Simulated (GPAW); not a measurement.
## KF (Carobbiite): G0W0 with GPAW, start to end

Wanted: ground state, empty states, screening and self-energy for KF (Carobbiite).

Method: PBE and many-body steps on it, plane waves, in GPAW 26.7.0.

## (1) Starting point

It takes space group Fm-3m (No. 225, cubic). The conventional cell has a = 5.344 Å, b = 5.344 Å, c = 5.344 Å, α = 90.00°, β = 90.00°, γ = 90.00°. Nearest to K lie 6 F at 2.67 Å. Nearest to F lie 6 K at 2.67 Å. Farther neighbours and most contacts between anions are not listed.

The cell and positions come from the Crystallography Open Database and are kept as given unless a step says otherwise.

## (2) Ground state

This step: GPAW 26.7.0; DFT, PBE, plane waves, PAW.

The ground-state density comes first.

run.py reads:

```python
import json
import numpy as np
from gpaw.mpi import world
from ase import Atoms
from gpaw import GPAW, PW, FermiDirac

atoms = Atoms(['K', 'F'],
    cell=[[0.0000000000, 2.6718500000, 2.6718500000],
      [2.6718500000, 0.0000000000, 2.6718500000],
      [2.6718500000, 2.6718500000, 0.0000000000]],
    scaled_positions=[[0.0000000000, 0.0000000000, 0.0000000000],
      [0.5000000000, 0.5000000000, 0.5000000000]],
    pbc=(True, True, True))
calc = GPAW(mode=PW(600),
    xc='PBE',
    kpts={'size': (8, 8, 8), 'gamma': True},
    occupations=FermiDirac(0.001),
    nbands=-7,
    convergence={'density': 1e-6, 'bands': -3},
    maxiter=100,
    txt='gs.txt')
atoms.calc = calc
res = {'energy': atoms.get_potential_energy()}
kpts = calc.get_ibz_k_points()
res['kpts'] = kpts
res['eigenvalues'] = [calc.get_eigenvalues(kpt=k) for k in range(len(kpts))]
res['n_electrons'] = calc.get_number_of_electrons()
calc.write('gs.gpw')

if world.rank == 0:
    with open('result.json', 'w') as f:
        json.dump(res, f, default=lambda x: x.tolist())
```

The run is started by

```
mpirun -n 4 gpaw python run.py
```

The log of the run:

```text
__  _  _
 | _ |_)|_||  |
 |__||  | ||/\| - 26.7.0

Input parameters:
  mode=PW(ecut=600.0),
  convergence={'density': 1e-06, 'bands': -3},
  kpts=MonkhorstPack(size=(8, 8, 8), gamma=True),
  maxiter=100,
  nbands=-7,
  occupations=Occupations(name='fermi-dirac', width=0.001, fixmagmom=False),
  xc=XC(name='PBE')
  [... matrices ...]
Diagonalizing LCAO Hamiltonian
Converting LCAO to pw mode

               F

       K

Atoms  # Å, Bohr magnetons
|   | symbol |        x |        y |        z |    initial magnetic moments |
| 0 |      K | 0.000000 | 0.000000 | 0.000000 | ( 0.0000,  0.0000,  0.0000) |
| 1 |      F | 2.671850 | 2.671850 | 2.671850 | ( 0.0000,  0.0000,  0.0000) |

Unit cell  # Å
| periodic |        x |        y |        z |  lengths |    angles |
|      yes | 0.000000 | 2.671850 | 2.671850 | 3.778567 | 60.000000 |
|      yes | 2.671850 | 0.000000 | 2.671850 | 3.778567 | 60.000000 |
|      yes | 2.671850 | 2.671850 | 0.000000 | 3.778567 | 60.000000 |

Number of symmetries: 48
Symmetry operations  # r_c * U_cc + t_c -> r_c
|    | kind |            matrix            |
|  0 |  σ   |  1, 0, 0,  1, 0,-1,  1,-1, 0 |
|  1 |  C2  |  1, 0, 0,  1,-1, 0,  1, 0,-1 |
|  2 |  E   |  1, 0, 0,  0, 1, 0,  0, 0, 1 |
|  3 |  σ   |  1, 0, 0,  0, 0, 1,  0, 1, 0 |
|  4 |  C4  |  1, 0,-1,  1, 0, 0,  1,-1, 0 |
|  5 |  S6  |  1, 0,-1,  1,-1, 0,  1, 0, 0 |
|  6 |  σ   |  1, 0,-1,  0, 1,-1,  0, 0,-1 |
|  7 |  C3  |  1, 0,-1,  0, 0,-1,  0, 1,-1 |
|  8 |  S6  |  1,-1, 0,  1, 0, 0,  1, 0,-1 |
|  9 |  C4  |  1,-1, 0,  1, 0,-1,  1, 0, 0 |
| 10 |  C3  |  1,-1, 0,  0,-1, 1,  0,-1, 0 |
| 11 |  σ   |  1,-1, 0,  0,-1, 0,  0,-1, 1 |
| 12 |  σ   |  0, 1, 0,  1, 0, 0,  0, 0, 1 |
| 13 |  C4  |  0, 1, 0,  0, 1,-1, -1, 1, 0 |
| 14 |  C3  |  0, 1, 0,  0, 0, 1,  1, 0, 0 |
| 15 |  S6  |  0, 1, 0, -1, 1, 0,  0, 1,-1 |
| 16 |  C2  |  0, 1,-1,  1, 0,-1,  0, 0,-1 |
| 17 |  σ   |  0, 1,-1,  0, 1, 0, -1, 1, 0 |
| 18 |  S4  |  0, 1,-1,  0, 0,-1,  1, 0,-1 |
| 19 |  C4  |  0, 1,-1, -1, 1, 0,  0, 1, 0 |
| 20 |  C3  |  0, 0, 1,  1, 0, 0,  0, 1, 0 |
| 21 |  σ   |  0, 0, 1,  0, 1, 0,  1, 0, 0 |
| 22 |  S6  |  0, 0, 1,  0,-1, 1, -1, 0, 1 |
| 23 |  C4  |  0, 0, 1, -1, 0, 1,  0,-1, 1 |
| 24 |  S4  |  0, 0,-1,  1, 0,-1,  0, 1,-1 |
| 25 |  C3  |  0, 0,-1,  0, 1,-1,  1, 0,-1 |
| 26 |  C2  |  0, 0,-1,  0,-1, 0, -1, 0, 0 |
| 27 |  S6  |  0, 0,-1, -1, 0, 0,  0,-1, 0 |
| 28 |  S4  |  0,-1, 1,  1,-1, 0,  0,-1, 0 |
| 29 |  C4  |  0,-1, 1,  0, 0, 1, -1, 0, 1 |
| 30 |  C2  |  0,-1, 1,  0,-1, 0,  1,-1, 0 |
| 31 |  σ   |  0,-1, 1, -1, 0, 1,  0, 0, 1 |
| 32 |  C3  |  0,-1, 0,  1,-1, 0,  0,-1, 1 |
| 33 |  S6  |  0,-1, 0,  0, 0,-1, -1, 0, 0 |
| 34 |  S4  |  0,-1, 0,  0,-1, 1,  1,-1, 0 |
| 35 |  C2  |  0,-1, 0, -1, 0, 0,  0, 0,-1 |
| 36 |  C2  | -1, 1, 0,  0, 1, 0,  0, 1,-1 |
| 37 |  S6  | -1, 1, 0,  0, 1,-1,  0, 1, 0 |
| 38 |  S4  | -1, 1, 0, -1, 0, 1, -1, 0, 0 |
| 39 |  C3  | -1, 1, 0, -1, 0, 0, -1, 0, 1 |
| 40 |  S6  | -1, 0, 1,  0, 0, 1,  0,-1, 1 |
| 41 |  C2  | -1, 0, 1,  0,-1, 1,  0, 0, 1 |
| 42 |  C3  | -1, 0, 1, -1, 1, 0, -1, 0, 0 |
| 43 |  S4  | -1, 0, 1, -1, 0, 0, -1, 1, 0 |
| 44 |  C2  | -1, 0, 0,  0, 0,-1,  0,-1, 0 |
| 45 |  i   | -1, 0, 0,  0,-1, 0,  0, 0,-1 |
| 46 |  σ   | -1, 0, 0, -1, 1, 0, -1, 0, 1 |
| 47 |  C2  | -1, 0, 0, -1, 0, 1, -1, 1, 0 |

BZ-sampling:
  Number of BZ points: 512
  Number of IBZ points: 29

  Monkhorst-Pack size: [8, 8, 8]
  Monkhorst-Pack shift: [0.0625, 0.0625, 0.0625]

K-points  # in reciprocal-cell coordinates
|     |                                coordinates |     weight |
|   0 | (  0.00000000,   0.00000000,   0.00000000) | 0.00195312 |
|   1 | (  0.12500000,   0.12500000,   0.00000000) | 0.01171875 |
|   2 | (  0.12500000,   0.12500000,   0.12500000) | 0.01562500 |
|   3 | (  0.25000000,   0.12500000,   0.12500000) | 0.02343750 |
|   4 | (  0.25000000,   0.25000000,   0.00000000) | 0.01171875 |
|   5 | (  0.25000000,   0.25000000,   0.12500000) | 0.04687500 |
|   6 | (  0.25000000,   0.25000000,   0.25000000) | 0.01562500 |
|   7 | (  0.37500000,   0.25000000,  -0.37500000) | 0.04687500 |
|   8 | (  0.37500000,   0.25000000,   0.12500000) | 0.04687500 |
|   9 | (  0.37500000,   0.25000000,   0.25000000) | 0.04687500 |
| ... |                                            |            |
|  28 | (  0.50000000,   0.50000000,   0.50000000) | 0.00781250 |

Plane wave coefficients: 1287
Cutoff: 600.0 eV

Spin-components: 1 (collinear spins)
Bands:           15
Projectors:      10
Spin-degeneracy: 2
Datatype:        complex128

  Storage: CPU
  Wave functions: 8_651_280 bytes (2_162_820 per core)
  Projectors: 12_111_792 bytes (3_027_948 per core)
  [... matrices ...]
Parallelization:
  kpt:    4
  domain: 1
  band:   1

Density:
  Valence electrons: 16.0
  Components: 1
  Grid points: [24 24 24]
  Charge: 0.0  # |e|

Potential:
  Grid points: [24 24 24]

species:
  K:
    name:    Potassium
    Z:       19.0
    valence: 9
    core:    10
    charge:  0.0  # [|e|]
    compensation charges:
      type: gauss
      rc: 0.35  # [Å]
      lmax: 2
    cutoffs:
      filter: 1.91  # [Å]
      core: 1.27  # [Å]
    projectors
    | kind |    occ | energy [eV] | rcut [Å] |
    |   3s |  2.000 |     -35.338 |    1.122 |
    |   4s |  1.000 |      -2.319 |    1.122 |
    |   3p |  6.000 |     -18.813 |    1.106 |
    |    p |        |       8.398 |    1.106 |
    |    d |        |       0.000 |    0.937 |

    Using partial waves for K as LCAO basis

  F:
    name:    Fluorine
    Z:       9.0
    valence: 7
    core:    2
    charge:  0.0  # [|e|]
    compensation charges:
      type: gauss
      rc: 0.20  # [Å]
      lmax: 2
    cutoffs:
      filter: 1.14  # [Å]
      core: 0.74  # [Å]
    projectors
    | kind |    occ | energy [eV] | rcut [Å] |
    |   2s |  2.000 |     -29.898 |    0.635 |
    |   2p |  5.000 |     -11.110 |    0.635 |
    |    s |        |      -2.687 |    0.635 |
    |    p |        |      16.102 |    0.635 |
    |    d |        |       0.000 |    0.635 |

    Using partial waves for F as LCAO basis

Reference energy: -19096.334004  # eV

eigensolver:
  PPCG
  Converge bands: -3
  niter=2

density mixing:
  MSR1-Mixer
  Pratt-step length: 0.05
  Maximum mixing coefficient: 0.75
  Old densities: 10
  SVD Regularization: 0.005
  Good broyden scale: 1.0
  Trust region scale: 1.0
  Backstep threshold: 4.0
  History deletion threshold: 6.0
  Fourier metric: weight=20.0, sigma=0.015

occupation numbers:
  Fermi-Dirac:
    width: 0.0010  # eV

poisson solver:
  ecut: 4800.0  # eV

xc functional:
  name: PBE with 2 nearest neighbor stencil

Initialization done in: 2.284 s

convergence criteria:
- Maximum integral of absolute [dens]ity change: 1e-06 electrons / valence electron
- Maximum [total energy] change in last 3 cyles: 0.0005 eV / valence electron
- Maximum integral of absolute [eigenst]ate change: 4e-08 eV^2 / valence electron
maximum number of iterations: 100

SCF iterations
|iter     |     time |      energy | eigst |  dens |
|iter:   1|  |   -9.093235 | +2.41 |       |
|iter:   2|  |   -8.913417 | +1.01 | -1.17 |
|iter:   3|  |   -8.391372 | +0.06 | -1.21 |
|iter:   4|  |   -8.388634 | -1.09 | -1.53 |
|iter:   5|  |   -8.394802c| -1.59 | -1.80 |
|iter:   6|  |   -8.395294c| -3.17 | -2.50 |
|iter:   7|  |   -8.395348c| -4.05 | -3.16 |
|iter:   8|  |   -8.395356c| -4.78 | -3.63 |
|iter:   9|  |   -8.395356c| -5.87 | -4.86 |
|iter:  10|  |   -8.395356c| -6.52 | -5.18 |
|iter:  11|  |   -8.395356c| -7.06 | -6.42c|
|iter:  12|  |   -8.395356c| -7.65c| -7.03c|

Converged in 12 steps
SCF loop duration: 4.351 s (0.363 s/step)
Energy contributions relative to reference atoms: (reference = -19096.334004)
  [... matrices ...]
Energy contributions:
  Kinetic:           7.045445
  Coulomb:          -5.612990
  Zero:             -0.449763
  External:          0.000000
  Xc:               -9.378047
  Entropy:          -0.000000
  Spinorbit:         0.000000
  ----------------------------
  Free energy:      -8.395356
  Extrapolated:     -8.395356

dipole moment: (-19.464443, -19.464443, -19.464443)  # |e|*Ang

Fermi level: 1.443
Eigenvalues  # (at kpt = [0.000, 0.000, 0.000])
| band index |      eig [eV] | occ [0-2] |
|          0 |       -26.447 |     2.000 |
|          1 |       -19.021 |     2.000 |
|          2 |        -9.732 |     2.000 |
|          3 |        -9.732 |     2.000 |
|          4 |        -9.732 |     2.000 |
|          5 |        -0.351 |     2.000 |
|          6 |        -0.351 |     2.000 |
|          7 |        -0.351 |     2.000 |
|          8 |         5.830 |     0.000 |
|          9 |        10.304 |     0.000 |
|         10 |        10.304 |     0.000 |
|         11 |        10.304 |     0.000 |
|         12 |        11.909 |     0.000 |
|         13 |        11.909 |     0.000 |
|         14 |        16.538 |     0.000 |

Gap: 6.182 eV
Transition (v -> c):
  (s=0, k=0, n=7, [0.00, 0.00, 0.00]) -> (s=0, k=0, n=8, [0.00, 0.00, 0.00])
No difference between direct/indirect transitions
# Writing to gs.gpw (mode='')
  [... matrices ...]
```

Wall time 8.7 s (4 MPI ranks of Intel Xeon Platinum 8375C at 2.90GHz (Ice Lake), shared host); peak memory 0.66 GiB; 34 s of CPU time.

Numbers from this step:

```
total energy               : -8.395 eV
gap                        : 6.182 eV
k of the valence top       : 0, 0, 0
k of the conduction bottom : 0, 0, 0
least direct gap           : 6.182 eV
```

The gap is direct, at Γ.

## (3) Bands along the symmetry lines

Levels along a band path, at the cheap level, show where the edges lie and whether the meshes to come will hold them.

run.py reads:

```python
import json
import numpy as np
from gpaw.mpi import world
from gpaw import GPAW

path = [[0.000000, 0.000000, 0.000000],
    [0.062500, 0.000000, 0.062500],
    [0.125000, 0.000000, 0.125000],
    [0.187500, 0.000000, 0.187500],
    [0.250000, 0.000000, 0.250000],
    [0.312500, 0.000000, 0.312500],
    [0.375000, 0.000000, 0.375000],
    [0.437500, 0.000000, 0.437500],
    [0.500000, 0.000000, 0.500000],
    [0.515625, 0.031250, 0.515625],
    [0.531250, 0.062500, 0.531250],
    [0.546875, 0.093750, 0.546875],
    [0.562500, 0.125000, 0.562500],
    [0.578125, 0.156250, 0.578125],
    [0.593750, 0.187500, 0.593750],
    [0.609375, 0.218750, 0.609375],
    [0.625000, 0.250000, 0.625000],
    [0.375000, 0.375000, 0.750000],
    [0.328125, 0.328125, 0.656250],
    [0.281250, 0.281250, 0.562500],
    [0.234375, 0.234375, 0.468750],
    [0.187500, 0.187500, 0.375000],
    [0.140625, 0.140625, 0.281250],
    [0.093750, 0.093750, 0.187500],
    [0.046875, 0.046875, 0.093750],
    [0.000000, 0.000000, 0.000000],
    [0.062500, 0.062500, 0.062500],
    [0.125000, 0.125000, 0.125000],
    [0.187500, 0.187500, 0.187500],
    [0.250000, 0.250000, 0.250000],
    [0.312500, 0.312500, 0.312500],
    [0.375000, 0.375000, 0.375000],
    [0.437500, 0.437500, 0.437500],
    [0.500000, 0.500000, 0.500000],
    [0.500000, 0.468750, 0.531250],
    [0.500000, 0.437500, 0.562500],
    [0.500000, 0.406250, 0.593750],
    [0.500000, 0.375000, 0.625000],
    [0.500000, 0.343750, 0.656250],
    [0.500000, 0.312500, 0.687500],
    [0.500000, 0.281250, 0.718750],
    [0.500000, 0.250000, 0.750000],
    [0.500000, 0.218750, 0.718750],
    [0.500000, 0.187500, 0.687500],
    [0.500000, 0.156250, 0.656250],
    [0.500000, 0.125000, 0.625000],
    [0.500000, 0.093750, 0.593750],
    [0.500000, 0.062500, 0.562500],
    [0.500000, 0.031250, 0.531250],
    [0.500000, 0.000000, 0.500000]]
calc = GPAW('gs.gpw').fixed_density(kpts=path,
    symmetry='off',
    nbands=18,
    convergence={'bands': 14},
    txt='bands.txt')
res = {}
kpts = calc.get_ibz_k_points()
res['kpts'] = kpts
res['eigenvalues'] = [calc.get_eigenvalues(kpt=k) for k in range(len(kpts))]
res['n_electrons'] = calc.get_number_of_electrons()

if world.rank == 0:
    with open('result.json', 'w') as f:
        json.dump(res, f, default=lambda x: x.tolist())
```

The run is started by

```
mpirun -n 4 gpaw python run.py
```

The log of the run:

```text
Diagonalizing LCAO Hamiltonian
Converting LCAO to pw mode
convergence criteria:
- Maximum integral of absolute [eigenst]ate change: 4e-08 eV^2 / valence electron
maximum number of iterations: 100

SCF iterations
|iter     |     time |      energy | eigst |  dens |
|iter:   1|  |             | +2.67 |       |
|iter:   2|  |             | +1.68 |       |
|iter:   3|  |             | +0.32 |       |
|iter:   4|  |             | -1.38 |       |
|iter:   5|  |             | -3.09 |       |
|iter:   6|  |             | -4.77 |       |
|iter:   7|  |             | -6.40 |       |
|iter:   8|  |             | -7.65c|       |
SCF steps: 8
  __  _  _
 | _ |_)|_||  |
 |__||  | ||/\| - 26.7.0

Input parameters:
  mode=PW(ecut=600.0),
  convergence={'bands': 14},
  gpts=array([24, 24, 24]),
  kpts=KPoints(kpts=array([[0.      , 0.      , 0.      ],
         [0.0625  , 0.      , 0.0625  ],
         [0.125   , 0.      , 0.125   ],
         [0.1875  , 0.      , 0.1875  ],
[...]
[0.515625, 0.03125 , 0.515625],
[...]
[0.546875, 0.09375 , 0.546875],
[...]
[0.578125, 0.15625 , 0.578125],
[...]
[0.609375, 0.21875 , 0.609375],
[...]
[0.328125, 0.328125, 0.65625 ],
[...]
[0.234375, 0.234375, 0.46875 ],
[...]
[0.140625, 0.140625, 0.28125 ],
[...]
[0.046875, 0.046875, 0.09375 ],
[...]
[0.5     , 0.0625  , 0.5625  ],
         [0.5     , 0.03125 , 0.53125 ],
         [0.5     , 0.      , 0.5     ]])),
  maxiter=100,
  nbands=18,
  occupations=Occupations(name='fermi-dirac', width=0.001, fixmagmom=False),
  parallel={},
  symmetry=Symmetry(point_group=False, time_reversal=False),
  xc=XC(name='PBE')
  [... matrices ...]
timing:  # [seconds]
  Total: 0.039  # ━━━━━━━━━━━━━━━━━━━━━━━━━━━━━━━━━━━━━━━━━━━━━━━━━━━━━━━━━━━
```

Run time: 8 s. Hardware: 4 MPI ranks; peak memory 0.7 GiB.

This step gave:

- gap: 6.182 eV
- k of the valence top: 0, 0, 0
- k of the conduction bottom: 0, 0, 0
- least direct gap: 6.182 eV

The gap is 6.182 eV, as in the run before at this level.

Electronic bands along the path, in eV, zero at the top of the highest filled band; v1 is the highest filled band, c1 the lowest empty one:

| point | v4 | v3 | v2 | v1 | c1 | c2 | c3 | c4 |
| --- | --- | --- | --- | --- | --- | --- | --- | --- |
| Γ | -9.38 | 0.00 | 0.00 | 0.00 | 6.18 | 10.66 | 10.66 | 10.66 |
| halfway | -9.48 | -0.49 | -0.05 | -0.05 | 7.98 | 9.17 | 12.07 | 12.07 |
| X | -9.59 | -0.21 | -0.06 | -0.06 | 8.22 | 10.30 | 11.80 | 13.44 |
| halfway | -9.57 | -0.21 | -0.14 | -0.10 | 8.43 | 10.52 | 11.40 | 13.45 |
| U | -9.53 | -0.34 | -0.20 | -0.19 | 8.96 | 10.71 | 11.04 | 13.45 |
| jump to K | -9.53 | -0.34 | -0.20 | -0.19 | 8.96 | 10.71 | 11.04 | 13.45 |
| halfway | -9.39 | -0.54 | -0.27 | -0.08 | 8.23 | 9.82 | 11.59 | 11.68 |
| Γ | -9.38 | 0.00 | 0.00 | 0.00 | 6.18 | 10.66 | 10.66 | 10.66 |
| halfway | -9.40 | -0.44 | -0.18 | -0.18 | 7.69 | 10.08 | 11.36 | 11.36 |
| L | -9.42 | -0.79 | -0.34 | -0.34 | 9.08 | 10.59 | 12.00 | 12.00 |
| halfway | -9.45 | -0.57 | -0.28 | -0.26 | 9.41 | 10.08 | 11.63 | 12.62 |
| W | -9.47 | -0.40 | -0.17 | -0.17 | 9.73 | 9.73 | 11.16 | 13.31 |
| halfway | -9.53 | -0.23 | -0.21 | -0.10 | 8.64 | 10.69 | 11.03 | 13.43 |
| X | -9.59 | -0.21 | -0.06 | -0.06 | 8.22 | 10.30 | 11.80 | 13.44 |

The electronic bands as a text plot (rows in eV, shown from -8.0 to 12.2 only):

```
   11.8 |    +++  ++++++   ++++++++         ++++++++++++       ++
   10.9 |++++          ++++      +++++++++++     +++    +++++++
   10.1 |  ++      ++++    ++++++++++    ++++++++   +++++++++  ++
    9.2 |    +++  +       ++++++                +++++++++  ++
    8.4 |     ++++++++++++      +            +++             ++++
    7.6 |    +                   ++         +
    6.7 | +++                      +++   +++
    5.9 |+                            +++
    5.0 |
    4.2 |
    3.4 |
    2.5 |
    1.7 |
    0.8 |
    0.0 |********************************************************
   -0.9 |     ****         ******           *************
   -1.7 |
   -2.5 |
   -3.4 |
   -4.2 |
   -5.1 |
   -5.9 |
   -6.7 |
   -7.6 |
         Γ           X  U|K            Γ         L        W     X
```

## (4) Empty states on the mesh, 6×6×6 mesh, 577 bands

The sums over transitions need many empty states on a uniform mesh; this step solves for them.

run.py reads:

```python
import json
import numpy as np
from gpaw.mpi import world
from gpaw import GPAW

calc = GPAW('gs.gpw').fixed_density(kpts={'size': (6, 6, 6), 'gamma': True},
    parallel={'domain': 1, 'band': 1},
    txt='nscf.txt')
calc.diagonalize_full_hamiltonian(nbands=577)
calc.write('full.gpw', mode='all')
res = {}
kpts = calc.get_ibz_k_points()
res['kpts'] = kpts
res['eigenvalues'] = [calc.get_eigenvalues(kpt=k) for k in range(len(kpts))]
res['n_electrons'] = calc.get_number_of_electrons()

if world.rank == 0:
    with open('result.json', 'w') as f:
        json.dump(res, f, default=lambda x: x.tolist())
```

The run is started by

```
mpirun -n 4 gpaw python run.py
```

The log of the run:

```text
Diagonalizing LCAO Hamiltonian
Converting LCAO to pw mode
convergence criteria:
- Maximum integral of absolute [eigenst]ate change: 4e-08 eV^2 / valence electron
maximum number of iterations: 100

SCF iterations
|iter     |     time |      energy | eigst |  dens |
|iter:   1|  |             | +2.36 |       |
|iter:   2|  |             | +1.43 |       |
|iter:   3|  |             | +0.25 |       |
[...]
|iter:  11|  |             | -6.57 |       |
|iter:  12|  |             | -7.31 |       |
|iter:  13|  |             | -7.82c|       |
SCF steps: 13
  __  _  _
 | _ |_)|_||  |
 |__||  | ||/\| - 26.7.0

Input parameters:
  mode=PW(ecut=600.0),
  convergence={'density': 1e-06, 'bands': -3},
  gpts=array([24, 24, 24]),
  kpts=MonkhorstPack(size=(6, 6, 6), gamma=True),
  maxiter=100,
  nbands=15,
  occupations=Occupations(name='fermi-dirac', width=0.001, fixmagmom=False),
  parallel={'domain': 1, 'band': 1},
  xc=XC(name='PBE')
Matrix size: 1303x1303
# Writing to full.gpw (mode='all')
  [... matrices ...]

timing:  # [seconds]
  Total: 10.276  # ━━━━━━━━━━━━━━━━━━━━━━━━━━━━━━━━━━━━━━━━━━━━━━━━━━━━━━━━━━
```

Elapsed: 17 s, on 4 MPI ranks; peak memory 1.4 GiB; 66 s of CPU time.

Numbers from this step:

| Quantity | Value |
| --- | --- |
| gap | 6.182 eV |
| k of the valence top | 0, 0, 0 |
| k of the conduction bottom | 0, 0, 0 |
| least direct gap | 6.182 eV |
| k points computed | 16 |
| lowest point of the top converged band, above the valence top | 342.3626 eV |

On this mesh the gap is 6.182 eV.

(Continued in part 2 of 2.)

[Paths, hosts, dates, memory and timing lines, banners, echoed tables and standing remarks are left out of the program output.]

[Logs are printed without paths, hosts, clocks, repeated set-up lines and the standing remarks that a program may print on its own settings, such as how far it seeks lower states.]

[Runs of the session that timed out or met a known fault of the program may be left out.]

[Hosts, paths, dates, database ids (printed as entryN), source tags and the programs' standing remarks are cut or masked in the printed files.]
